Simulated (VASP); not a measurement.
# SnSe (Pnma) in VASP: further runs, part 2 of 2

VASP 6.6.1. The steps go on from the part before.

## (3) Relaxation of shape and atoms at fixed volume, LDA (a relaxed cell with its volume scaled by 1.04)

The input, INCAR:

```
ALGO = Normal
EDIFF = 1E-7
EDIFFG = -0.01
ENCUT = 600
GGA = CA
IBRION = 2
ISIF = 4
ISMEAR = 0
KPAR = 2
LASPH = T
LCHARG = F
LREAL = F
LWAVE = F
NELM = 80
NSW = 40
PREC = Accurate
SIGMA = 0.03
```

The input, KPOINTS:

```
k-points
0
Gamma
  4 8 8
```

The input, POSCAR:

```
SnSe                                    
1.0
   11.4622345426      0.0000000000      0.0000000000
    0.0000000000      4.1715481766     -0.0000000000
    0.0000000000     -0.0000000000      4.3744026308
  Sn              Se            
     4     4
Direct
     0.1170280971248635    0.2500000000000000    0.0923359957896487
     0.3829719028751365    0.7500000000000000    0.5923359957896486
     0.6170280971248636    0.2500000000000000    0.4076640042103513
     0.8829719028751364    0.7500000000000000    0.9076640042103514
     0.3576942589116968    0.2500000000000000    0.0229218848228403
     0.1423057410883030    0.7500000000000000    0.5229218848228402
     0.8576942589116973    0.2500000000000000    0.4770781151771598
     0.6423057410883027    0.7500000000000000    0.9770781151771598
```

Potentials or basis: VASP PAW LDA potentials, release 64 (Sn_d, Se).

Command:

```sh
> cat potpaw_LDA.64/Sn_d/POTCAR potpaw_LDA.64/Se/POTCAR > POTCAR
> mpirun -np 2 vasp_std > vasp.out
```

OUTCAR:

```text
EDIFF = 1E-7
   EDIFFG = -0.01
   ENCUT = 600
   GGA = CA
   IBRION = 2
   ISIF = 4
   ISMEAR = 0
   LASPH = T
   LREAL = F
   NELM = 80
   NSW = 40
   PREC = Accurate

 ion  position               nearest neighbor table
   1  0.117  0.250  0.092-   5 2.78   6 2.83   6 2.83   6 3.26   6 3.26   4 3.49   4 3.49
   2  0.383  0.750  0.592-   6 2.78   5 2.83   5 2.83   5 3.26   5 3.26   3 3.49   3 3.49
   3  0.617  0.250  0.408-   7 2.78   8 2.83   8 2.83   8 3.26   8 3.26   2 3.49   2 3.49
   4  0.883  0.750  0.908-   8 2.78   7 2.83   7 2.83   7 3.26   7 3.26   1 3.49   1 3.49
   5  0.358  0.250  0.023-   1 2.78   2 2.83   2 2.83   2 3.26   2 3.26
   6  0.142  0.750  0.523-   2 2.78   1 2.83   1 2.83   1 3.26   1 3.26
   7  0.858  0.250  0.477-   3 2.78   4 2.83   4 2.83   4 3.26   4 3.26
   8  0.642  0.750  0.977-   4 2.78   3 2.83   3 2.83   3 3.26   3 3.26

  LATTYP: Found a simple orthorhombic cell.
 ALAT       =     4.1715481766
 B/A-ratio  =     1.0486280982
 C/A-ratio  =     2.7477171681

  Lattice vectors:

 A1 = (   0.0000000000,   4.1715481766,   0.0000000000)
 A2 = (   0.0000000000,   0.0000000000,   4.3744026308)
 A3 = (  11.4622345426,   0.0000000000,   0.0000000000)

Analysis of symmetry for initial positions (statically):
=====================================================================
 Subroutine PRICEL returns:
 Original cell was already a primitive cell.

 Routine SETGRP: Setting up the symmetry group for a
 simple orthorhombic supercell.

 Subroutine GETGRP returns: Found  8 space group operations
 (whereof  2 operations were pure point group operations)
 out of a pool of  8 trial point group operations.

The static configuration has the point symmetry S_2 .
 The point group associated with its full space group is D_2h.

Analysis of symmetry for dynamics (positions and initial velocities):
=====================================================================
 Subroutine PRICEL returns:
 Original cell was already a primitive cell.

 Routine SETGRP: Setting up the symmetry group for a
 simple orthorhombic supercell.

 Subroutine GETGRP returns: Found  8 space group operations
 (whereof  2 operations were pure point group operations)
 out of a pool of  8 trial point group operations.

The dynamic configuration has the point symmetry S_2 .
 The point group associated with its full space group is D_2h.

 Subroutine INISYM returns: Found  8 space group operations
 (whereof  2 operations are pure point group operations),
 and found     1 'primitive' translations

----------------------------------------------------------------------------------------

                                     Primitive cell

  volume of cell :     209.1632

  direct lattice vectors                    reciprocal lattice vectors
    11.462234543  0.000000000  0.000000000     0.087243024  0.000000000  0.000000000
     0.000000000  4.171548177  0.000000000     0.000000000  0.239719154  0.000000000
     0.000000000  0.000000000  4.374402631     0.000000000  0.000000000  0.228602642

  length of vectors
    11.462234543  4.171548177  4.374402631     0.087243024  0.239719154  0.228602642

  position of ions in fractional coordinates (direct lattice)
     0.117028097  0.250000000  0.092335996
     0.382971903  0.750000000  0.592335996
     0.617028097  0.250000000  0.407664004
[... 85 lines left out ...]
   LASPH  =      T    aspherical Exc in radial PAW
   ENCUT  =  600.0 eV  44.10 Ry    6.64 a.u.  22.89  8.33  8.74*2*pi/ulx,y,z
   NELM   =     80;   NELMIN=  2; NELMDL= -5     # of ELM steps
   EDIFF  = 0.1E-06   stopping-criterion for ELM
   LREAL  =      F    real-space projection
   EDIFFG = -.1E-01   stopping-criterion for IOM
   NSW    =     40    number of steps for IOM
   IBRION =      2    ionic relax: 0-MD 1-quasi-New 2-CG
   NFREE  =      1    steps in history (QN), initial steepest desc. (CG)
   ISIF   =      4    stress and relaxation
   ISYM   =      2    0-nonsym 1-usesym 2-fastsym
   POTIM  = 0.5000    time-step for ionic-motion
   TEBEG  =    0.0;   TEEND  =   0.0 temperature during run
   PSTRESS=    0.0 pullay stress
   NELECT =      80.0000    total number of electrons
   NUPDOWN=      -1.0000    fix difference up-down
   EMIN   =  10.00;   EMAX   =-10.00  energy-range for DOS
   EFERMI =   0.00;   METHOD = LEGACY
   ISMEAR =     0;   SIGMA  =   0.03  broadening in eV -4-tet -1-fermi 0-gaus
   EFERMI_NEDOS =   21; number of points for ismear=-14 and -15
   IALGO  =     38    algorithm
   IMIX   =      4    mixing-type and parameters
     AMIX     =   0.40;   BMIX     =  1.00
     AMIX_MAG =   1.60;   BMIX_MAG =  1.00
  volume/ion in A,a.u.               =      26.15       176.44
  Fermi-wavevector in a.u.,A,eV,Ry     =   1.188346  2.245649 19.213701  1.412167
  Thomas-Fermi vector in A             =   2.324478
   LORBIT       =      0    0 simple, 1 ext, 2 COOP (PROOUT), +10 PAW based schemes
   GGA     = CA    functional components
   LHFCALC =     F    Hartree Fock is set to
   AEXX    =    0.0000 exact exchange contribution
   IVDW    =     0    specifies the selected vdW correction
   LEPSILON=     F    determine dielectric tensor
   LRPA    =     F    only Hartree local field effects (RPA)
 conjugate gradient relaxation of ions
 non-spin polarized calculation
 Gauss-broadening in eV      SIGMA  =   0.03
  energy-cutoff  :      600.00
  volume of cell :      209.16
 maximum number of plane-waves:      7018
 NGX is ok and might be reduce to    96
   NGX = 45   NGY = 17   NGZ = 17

--------------------------------------- Ionic step        1  -------------------------------------------

 number of electron      79.9999978 magnetization

 Free energy of the ion-electron system (eV)
  ---------------------------------------------------
  ext. energy  EPLUGINS =         0.00000000
  ---------------------------------------------------
  free energy    TOTEN  =       -37.96546909 eV

  energy without entropy =      -37.96546909  energy(sigma->0) =      -37.96546909

------------------------ aborting loop because EDIFF is reached ----------------------------------------

  FORCE on cell =-STRESS in cart. coord.  units (eV):
  Direction    XX          YY          ZZ          XY          YZ          ZX
  --------------------------------------------------------------------------------------
  -------------------------------------------------------------------------------------
  Total       -2.8760358     -2.8680629     -2.8500451      0.0000000      0.0000000      0.0000000
  in kB      -22.0302568    -21.9691847    -21.8311700      0.0000000      0.0000000      0.0000000
  external PRESSURE =     -21.9435372 kB  Pullay stress =       0.0000000 kB
[... 107 lines left out ...]
  FREE ENERGIE OF THE ION-ELECTRON SYSTEM (eV)
  ---------------------------------------------------
  free  energy   TOTEN  =       -37.9830777035 eV

  energy  without entropy=      -37.9830777035  energy(sigma->0) =      -37.98307770

[... ionic steps 4 to 15 ...]

--------------------------------------- Ionic step       16  -------------------------------------------

 number of electron      80.0000008 magnetization

------------------------ aborting loop because EDIFF is reached ----------------------------------------
[... 79 lines left out ...]
--------------------------------------- Ionic step       18  -------------------------------------------

 number of electron      80.0000000 magnetization

 Free energy of the ion-electron system (eV)
  ---------------------------------------------------
  ext. energy  EPLUGINS =         0.00000000
  ---------------------------------------------------
  free energy    TOTEN  =       -37.98651832 eV

  energy without entropy =      -37.98651832  energy(sigma->0) =      -37.98651832

 E-fermi :   5.6554     XC(G=0): -10.0789

 val. band max:        5.5289472468   @ k =   0.0000   0.0000   0.3750
 cond. band min:       6.1004726553   @ k =   0.0000   0.0000   0.0000
 fundamental gap:      0.5715254085
 Fermi energy:         5.6554362885

 k-point     1 :       0.0000    0.0000    0.0000
  band No.  band energies     occupation
      1     -15.7239      2.00000
      2     -15.7048      2.00000
      3     -15.7038      2.00000
      4     -15.6993      2.00000
      5     -15.6968      2.00000
      6     -15.6954      2.00000
[... 1213 lines left out ...]
     47       8.7727      0.00000
     48       8.7727      0.00000

 [... further k-points ...]

------------------------ aborting loop because EDIFF is reached ----------------------------------------

  FORCE on cell =-STRESS in cart. coord.  units (eV):
  Direction    XX          YY          ZZ          XY          YZ          ZX
  --------------------------------------------------------------------------------------
  -------------------------------------------------------------------------------------
  Total       -1.8027915     -1.8145811     -1.7716808      0.0000000     -0.0000000      0.0000000
  in kB      -13.8092714    -13.8995790    -13.5709660      0.0000000     -0.0000000      0.0000000
  external PRESSURE =     -13.7599388 kB  Pullay stress =       0.0000000 kB
[... 23 lines left out ...]
  FREE ENERGIE OF THE ION-ELECTRON SYSTEM (eV)
  ---------------------------------------------------
  free  energy   TOTEN  =       -37.9865183204 eV

  energy  without entropy=      -37.9865183204  energy(sigma->0) =      -37.98651832

 reached required accuracy - stopping structural energy minimisation
```

Wall time 39 min (2 MPI ranks of Intel Xeon 6975P-C (Granite Rapids), shared host); peak memory 0.78 GiB.

Results:

```yaml
Free_energy: -37.9865 eV
Energy_gained_by_relaxing: 2.6 meV/atom
Ionic_steps: 18
Pressure_after_relaxing: -1.4 GPa
Largest_force_after_relaxing: 0.007 eV/Å
Band_gap_on_the_k_mesh: 0.57 eV, indirect (least direct gap 0.80 eV)
```

Forces on the atoms (eV/Å):
```
Sn   0.001  0.000 -0.001
Sn  -0.001  0.000 -0.001
Sn   0.001  0.000  0.001
Sn  -0.001  0.000  0.001
Se   0.005  0.000  0.005
Se  -0.005  0.000  0.005
Se   0.005  0.000 -0.005
Se  -0.005  0.000 -0.005
```

Step by step:
| step | energy change (eV) | largest force (eV/Å) | pressure (GPa) |
| --- | --- | --- | --- |
| 1 | 0.0000 | 0.2027 | -2.19 |
| 2 | -0.0097 | 0.1400 | -1.98 |
| 3 | -0.0176 | 0.0303 | -1.47 |
| 4 | -0.0176 | 0.0272 | -1.49 |
| 5 | -0.0188 | 0.0126 | -1.45 |
| 6 | -0.0188 | 0.0116 | -1.45 |
| 7 | -0.0191 | 0.0111 | -1.44 |
| 8 | -0.0194 | 0.0179 | -1.42 |
| 9 | -0.0194 | 0.0186 | -1.42 |
| 10 | -0.0195 | 0.0172 | -1.42 |
| 11 | -0.0199 | 0.0131 | -1.41 |
| 12 | -0.0203 | 0.0189 | -1.40 |
| 13 | -0.0205 | 0.0090 | -1.39 |
| 14 | -0.0205 | 0.0105 | -1.39 |
| 15 | -0.0206 | 0.0095 | -1.38 |
| 16 | -0.0208 | 0.0076 | -1.38 |
| 17 | -0.0210 | 0.0113 | -1.37 |
| 18 | -0.0210 | 0.0069 | -1.38 |

Final structure:
```
CELL_PARAMETERS angstrom
11.45732 0.00000 0.00000
0.00000 4.14192 0.00000
0.00000 0.00000 4.40759
ATOMIC_POSITIONS crystal
Sn 0.11808 0.25000 0.10572
Sn 0.38192 0.75000 0.60572
Sn 0.61808 0.25000 0.39428
Sn 0.88192 0.75000 0.89428
Se 0.35625 0.25000 0.02404
Se 0.14375 0.75000 0.52404
Se 0.85625 0.25000 0.47596
Se 0.64375 0.75000 0.97596
```

Levels at points of the mesh, in eV from the valence-band top:
```csv
k point,band 36,band 37,band 38,band 39,band 40,band 41,band 42,band 43,band 44,band 45
"(0.00, 0.00, 0.00)",-1.89,-1.61,-1.23,-0.72,-0.54,0.57,2.82,2.97,2.98,3.24
"(0.50, 0.00, 0.00)",-2.18,-1.90,-1.90,-0.56,-0.56,2.51,2.51,2.63,2.63,3.78
"(0.00, 0.50, 0.00)",-1.72,-0.99,-0.99,-0.76,-0.76,0.93,0.93,1.32,1.32,1.66
"(0.50, 0.50, 0.00)",-2.12,-1.00,-1.00,-1.00,-1.00,1.39,1.39,1.39,1.39,2.10
"(0.00, 0.00, 0.50)",-1.40,-0.84,-0.84,-0.25,-0.25,1.17,1.17,1.56,1.56,1.64
"(0.50, 0.00, 0.50)",-1.77,-0.48,-0.48,-0.23,-0.23,1.11,1.11,1.62,1.62,1.62
"(0.00, 0.50, 0.50)",-3.24,-2.38,-2.38,-1.45,-1.45,2.57,2.57,3.03,3.03,4.57
"(0.50, 0.50, 0.50)",-3.86,-1.58,-1.58,-1.58,-1.58,2.39,2.39,2.39,2.39,4.80
```

Caveat: spin-orbit coupling is left out, which moves the levels of the heavy elements.

## (4) Relaxation of shape and atoms at fixed volume, LDA (a relaxed cell with its volume scaled by 1.06)

INCAR is that of step 3.

KPOINTS is that of step 3.

Changes to POSCAR since step 3:

```diff
@@ -2,5 +2,5 @@
 1.0
-   11.4622345426      0.0000000000      0.0000000000
-    0.0000000000      4.1715481766     -0.0000000000
-    0.0000000000     -0.0000000000      4.3744026308
+   11.5352443744      0.0000000000      0.0000000000
+    0.0000000000      4.1981192635     -0.0000000000
+    0.0000000000     -0.0000000000      4.4022658191
   Sn              Se
```

Command:

```sh
> cat potpaw_LDA.64/Sn_d/POTCAR potpaw_LDA.64/Se/POTCAR > POTCAR
> mpirun -np 2 vasp_std > vasp.out
```

Wall time 37 min (2 MPI ranks of Intel Xeon 6975P-C (Granite Rapids), shared host); peak memory 0.8 GiB.

Results (log left out):

```
Free energy                  : -37.9452 eV
Energy gained by relaxing    : 5.8 meV/atom
Ionic steps                  : 19
Pressure after relaxing      : -1.9 GPa
Largest force after relaxing : 0.006 eV/Å
Band gap on the k mesh       : 0.64 eV, indirect (least direct gap 0.84 eV)
```

Forces on the atoms (eV/Å):
```
Sn   0.005  0.000  0.001
Sn  -0.005  0.000  0.001
Sn   0.005  0.000 -0.001
Sn  -0.005  0.000 -0.001
Se   0.003  0.000  0.005
Se  -0.003  0.000  0.005
Se   0.003  0.000 -0.005
Se  -0.003  0.000 -0.005
```

Step by step:
```tsv
step	energy change (eV)	largest force (eV/Å)	pressure (GPa)
1	0.0000	0.2931	-3.13
2	-0.0206	0.2087	-2.82
3	-0.0394	0.0383	-2.10
4	-0.0422	0.0189	-2.01
5	-0.0422	0.0180	-2.01
6	-0.0430	0.0127	-1.99
7	-0.0435	0.0239	-1.95
8	-0.0437	0.0224	-1.96
9	-0.0443	0.0182	-1.97
10	-0.0450	0.0191	-1.98
11	-0.0445	0.0482	-1.99
12	-0.0452	0.0278	-1.99
13	-0.0454	0.0160	-1.96
14	-0.0455	0.0094	-1.94
15	-0.0457	0.0111	-1.92
16	-0.0461	0.0183	-1.88
17	-0.0461	0.0220	-1.87
18	-0.0463	0.0158	-1.88
19	-0.0464	0.0061	-1.92
```

Final structure:
```
Sn Se
1.0
    11.52140    0.00000    0.00000
     0.00000    4.14621    0.00000
     0.00000    0.00000    4.46273
Sn Se
4 4
Direct
  0.11859 0.25000 0.11173
  0.38141 0.75000 0.61173
  0.61859 0.25000 0.38827
  0.88141 0.75000 0.88827
  0.35557 0.25000 0.02381
  0.14443 0.75000 0.52381
  0.85557 0.25000 0.47619
  0.64443 0.75000 0.97619
```

Levels at points of the mesh, in eV from the valence-band top:
```tsv
k point	band 36	band 37	band 38	band 39	band 40	band 41	band 42	band 43	band 44	band 45
(0.00, 0.00, 0.00)	-1.85	-1.54	-1.15	-0.69	-0.48	0.66	2.77	2.93	2.95	3.21
(0.50, 0.00, 0.00)	-2.11	-1.82	-1.82	-0.52	-0.52	2.52	2.52	2.60	2.60	3.79
(0.00, 0.50, 0.00)	-1.70	-0.95	-0.95	-0.80	-0.80	0.99	0.99	1.28	1.28	1.74
(0.50, 0.50, 0.00)	-2.09	-1.02	-1.02	-1.02	-1.02	1.40	1.40	1.40	1.40	2.16
(0.00, 0.00, 0.50)	-1.36	-0.82	-0.82	-0.22	-0.22	1.19	1.19	1.67	1.67	1.71
(0.50, 0.00, 0.50)	-1.74	-0.47	-0.47	-0.22	-0.22	1.16	1.16	1.67	1.67	1.77
(0.00, 0.50, 0.50)	-3.14	-2.30	-2.30	-1.37	-1.37	2.58	2.58	3.04	3.04	4.56
(0.50, 0.50, 0.50)	-3.73	-1.52	-1.52	-1.52	-1.52	2.43	2.43	2.43	2.43	4.72
```

Caveat: spin-orbit coupling is left out, which moves the levels of the heavy elements. A k mesh can miss the band edges.

## (5) The runs side by side

```tsv
cell	gap on the mesh (eV)	pressure (GPa)	largest force (eV/Å)
atoms relaxed at fixed volume from: a relaxed cell with its volume scaled by 1.02	0.46	-0.8	0.01
atoms relaxed at fixed volume from: a relaxed cell with its volume scaled by 1.04	0.57	-1.4	0.01
atoms relaxed at fixed volume from: a relaxed cell with its volume scaled by 1.06	0.64	-1.9	0.01
```

Alike in all rows: task relaxation of shape and atoms at fixed volume; level LDA; potentials or basis VASP PAW LDA potentials, release 64 (Sn_d, Se); no spin polarisation; k mesh 4 × 8 × 8; cutoff (eV) 600; smearing gaussian 0.03 eV.

Caveats: spin-orbit coupling is left out, which moves the levels of the heavy elements.

Absolute energies hang on the potentials; compare differences alone.
